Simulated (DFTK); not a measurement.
# WC (Fm-3m) in DFTK: notebook

Aim: see how the results for WC move with the level of theory and the settings. Levels: PBEsol, PBE. Tasks: single point.

Everything below comes from runs of DFTK 0.8.2. Logs are shortened: lines on timing, memory, paths and dates and some standing lists are left out, and cuts for length are marked.

## 1. Starting point

The structure is cubic, space group Fm-3m (No. 225). Conventional cell: a = 4.385 Å, b = 4.385 Å, c = 4.385 Å, α = 90.00°, β = 90.00°, γ = 90.00°. W (site symmetry m-3m) is surrounded by 6 C at 2.19 Å. C (site symmetry m-3m) has 6 W at 2.19 Å as nearest neighbours.

Measurements of this composition are mostly on another form, of space group No. 187.

## 2. Single point, PBEsol

The input, run.jl:

```julia
using DFTK
using PseudoPotentialData
using Unitful, UnitfulAtomic
using LinearAlgebra, Printf
include("save.jl")
disable_threading()

# lattice vectors are the columns
lattice = austrip(1u"Å") * [           0.0       2.192684       2.192684;
                 2.192684            0.0       2.192684;
                 2.192684       2.192684            0.0]
symbols   = [:W, :C]
positions = [[0.0, 0.0, 0.0],
             [0.5, 0.5, 0.5]]
pseudopotentials = PseudoFamily("dojo.nc.sr.pbesol.v0_4_1.standard.upf")
elements = Dict(s => ElementPsp(s, pseudopotentials) for s in unique(symbols))
atoms    = [elements[s] for s in symbols]

build_model(lattice, positions; symmetries=true) =
    model_DFT(lattice, atoms, positions;
              functionals=PBEsol(),
              temperature=austrip(0.05u"eV"),
              smearing=Smearing.FermiDirac(),
              symmetries)
Ecut  = 41.0  # hartree
kgrid = [10, 10, 10]
tol   = 1e-6
to_GPa = ustrip(uconvert(u"GPa", 1u"hartree/bohr^3"))

model = build_model(lattice, positions)
basis = PlaneWaveBasis(model; Ecut, kgrid)
display(basis)
scfres = self_consistent_field(basis;
                               tol,
                               nbandsalg=AdaptiveBands(model; n_bands_converge=14))
display(scfres.energies)
@printf "Fermi level: %.6f eV\n" ustrip(auconvert(u"eV", something(scfres.εF, NaN)))
forces = compute_forces_cart(scfres)
println("Forces (eV/Å)")
for (s, f) in zip(symbols, forces)
    @printf "%-3s %12.6f %12.6f %12.6f\n" s ustrip.(auconvert.(u"eV/Å", f))...
end
stress = compute_stresses_cart(scfres)
println("Stress (GPa)")
display(round.(stress * to_GPa; digits=4))
println("Levels at the first k-point (eV): ", round.(ustrip.(auconvert.(u"eV", scfres.eigenvalues[1][1:scfres.n_bands_converge])); digits=4))
save_scf!(scfres; forces, stress)
```

Potentials or basis: dojo.nc.sr.pbesol.v0_4_1.standard.upf (PBEsol).

Launch:

```
julia --threads=1 run.jl  # save.jl only writes the numbers to a file and isn't shown; printed stress counts tension as positive; times include loading and compiling
```

The log of the run:

```text
PlaneWaveBasis discretization:

    Ecut                 : 41.0 Ha
    fft_size             : (36, 36, 36), 46656 total points
    kgrid                : MonkhorstPack([10, 10, 10])
    num.   red. kpoints  : 1000
    num. irred. kpoints  : 47

    Discretized Model(gga_x_pbe_sol+gga_c_pbe_sol, 3D):
        lattice (in Bohr)    : [0         , 4.14357   , 4.14357   ]
                               [4.14357   , 0         , 4.14357   ]
                               [4.14357   , 4.14357   , 0         ]
        unit cell volume     : 142.28 Bohr³

        atoms                : CW
        pseudopot. family    : PseudoFamily("dojo.nc.sr.pbesol.v0_4_1.standard.upf")

        num. electrons       : 18
        spin polarization    : none
        temperature          : 0.0018375 Ha
        smearing             : DFTK.Smearing.FermiDirac()

        terms                : Kinetic()
                               AtomicLocal()
                               AtomicNonlocal()
                               Ewald(nothing)
                               PspCorrection()
                               Hartree()
                               Xc(gga_x_pbe_sol, gga_c_pbe_sol)
                               Entropy()
n     Energy            log10(ΔE)   log10(Δρ)   Diag   Δtime
---   ---------------   ---------   ---------   ----   ------
  1   -81.65894808844                   -0.55    5.7    4.49s
  2   -81.81835637958       -0.80       -1.28    2.8    2.88s
  3   -81.82040826514       -2.69       -1.58    2.6    2.57s
  4   -81.82071335879       -3.52       -2.23    1.6    1.46s
  5   -81.82073346647       -4.70       -2.98    2.4    2.39s
  6   -81.82073434044       -6.06       -3.79    2.6    2.66s
  7   -81.82073435201       -7.94       -4.60    3.0    2.53s
  8   -81.82073435238       -9.43       -5.35    2.9    2.66s
  9   -81.82073435239      -11.09       -6.07    3.0    1.93s
Energy breakdown (in Ha):
    Kinetic             24.3984396
    AtomicLocal         -44.5856216
    AtomicNonlocal      12.3975532
    Ewald               -66.0083124
    PspCorrection       2.0067660
    Hartree             8.5765496
    Xc                  -18.6058728
    Entropy             -0.0002360

    total               -81.820734352393
Fermi level: 18.596296 eV
Forces (eV/Å)
W       0.000000     0.000000     0.000000
C       0.000000     0.000000    -0.000000
Stress (GPa)
3×3 StaticArraysCore.SMatrix{3, 3, Float64, 9} with indices SOneTo(3)×SOneTo(3):
  9.8603  -0.0     -0.0
 -0.0      9.8603  -0.0
 -0.0      0.0      9.8603
Levels at the first k-point (eV): [-56.8467, -20.8363, -20.8363, -20.8363, 2.7545, 15.7889, 15.7889, 15.7889, 17.5153, 17.5153, 17.5153, 17.5795, 17.5795, 25.0034]
```

Wall time 67 s (1 thread of AMD EPYC 9R45 (Zen 5), shared host); peak memory 1.7 GiB.

Results:

```yaml
Free_energy: -2226.4556 eV
Pressure: -9.9 GPa
Band_gap_on_the_k_mesh: none (metal or under the smearing width)
```

The run has no spin-orbit coupling, so splittings on W are missing.

## 3. Single point, PBE

run.jl: that of step 2 with these lines changed.

```diff
@@ -14,3 +14,3 @@
              [0.5, 0.5, 0.5]]
-pseudopotentials = PseudoFamily("dojo.nc.sr.pbesol.v0_4_1.standard.upf")
+pseudopotentials = PseudoFamily("dojo.nc.sr.pbe.v0_4_1.standard.upf")
 elements = Dict(s => ElementPsp(s, pseudopotentials) for s in unique(symbols))
@@ -20,3 +20,3 @@
     model_DFT(lattice, atoms, positions;
-              functionals=PBEsol(),
+              functionals=PBE(),
               temperature=austrip(0.05u"eV"),
```

Potentials or basis: dojo.nc.sr.pbe.v0_4_1.standard.upf (PBE).

Launch:

```
julia --threads=1 run.jl  # save.jl only writes the numbers to a file and isn't shown; printed stress counts tension as positive; times include loading and compiling
```

The log of the run:

```text
PlaneWaveBasis discretization:

    Ecut                 : 41.0 Ha
    fft_size             : (36, 36, 36), 46656 total points
    kgrid                : MonkhorstPack([10, 10, 10])
    num.   red. kpoints  : 1000
    num. irred. kpoints  : 47

    Discretized Model(gga_x_pbe+gga_c_pbe, 3D):
        lattice (in Bohr)    : [0         , 4.14357   , 4.14357   ]
                               [4.14357   , 0         , 4.14357   ]
                               [4.14357   , 4.14357   , 0         ]
        unit cell volume     : 142.28 Bohr³

        atoms                : CW
        pseudopot. family    : PseudoFamily("dojo.nc.sr.pbe.v0_4_1.standard.upf")

        num. electrons       : 18
        spin polarization    : none
        temperature          : 0.0018375 Ha
        smearing             : DFTK.Smearing.FermiDirac()

        terms                : Kinetic()
                               AtomicLocal()
                               AtomicNonlocal()
                               Ewald(nothing)
                               PspCorrection()
                               Hartree()
                               Xc(gga_x_pbe, gga_c_pbe)
                               Entropy()
n     Energy            log10(ΔE)   log10(Δρ)   Diag   Δtime
---   ---------------   ---------   ---------   ----   ------
  1   -81.68472059536                   -0.54    5.6    9.26s
  2   -81.85251259440       -0.78       -1.28    2.9    5.98s
  3   -81.85468078209       -2.66       -1.57    2.6    5.59s
  4   -81.85499374062       -3.50       -2.22    1.6    3.63s
  5   -81.85501209208       -4.74       -2.96    2.3    5.15s
  6   -81.85501321502       -5.95       -3.75    2.6    5.60s
  7   -81.85501322979       -7.83       -4.54    2.9    5.50s
  8   -81.85501323044       -9.19       -5.25    2.8    5.62s
  9   -81.85501323045      -10.85       -5.86    2.9    5.55s
 10   -81.85501323045      -11.50       -6.63    2.5    5.36s
Energy breakdown (in Ha):
    Kinetic             24.4326492
    AtomicLocal         -44.5058354
    AtomicNonlocal      12.3499416
    Ewald               -66.0083124
    PspCorrection       2.0267669
    Hartree             8.5806419
    Xc                  -18.7306242
    Entropy             -0.0002409

    total               -81.855013230454
Fermi level: 18.718083 eV
Forces (eV/Å)
W       0.000000     0.000000     0.000000
C      -0.000000    -0.000000    -0.000000
Stress (GPa)
3×3 StaticArraysCore.SMatrix{3, 3, Float64, 9} with indices SOneTo(3)×SOneTo(3):
  1.3359  -0.0      0.0
  0.0      1.3359  -0.0
 -0.0      0.0      1.3359
Levels at the first k-point (eV): [-56.7839, -20.7745, -20.7745, -20.7745, 2.8514, 15.9281, 15.9281, 15.9281, 17.5966, 17.5966, 17.5966, 17.7201, 17.7201, 25.096]
```

Wall time 2.5 min (1 thread of Intel Xeon Platinum 8259CL at 2.50GHz (Skylake/Cascade Lake), shared host); peak memory 1.6 GiB.

What came out:

```
Free energy            : -2227.3884 eV
Pressure               : -1.3 GPa
Band gap on the k mesh : none (metal or under the smearing width)
```

Levels at points of the mesh, in eV from the Fermi level:
```
             k point  band 7  band 8  band 9  band 10  band 11  band 12
  (0.00, 0.00, 0.00)   -2.79   -2.79   -1.12    -1.12    -1.12    -1.00
 (-0.50, 0.00, 0.00)   -6.64   -6.64    0.99     0.99     2.27     4.88
(-0.50, -0.50, 0.00)   -5.65   -2.56   -2.56     0.81     2.22     2.22
```
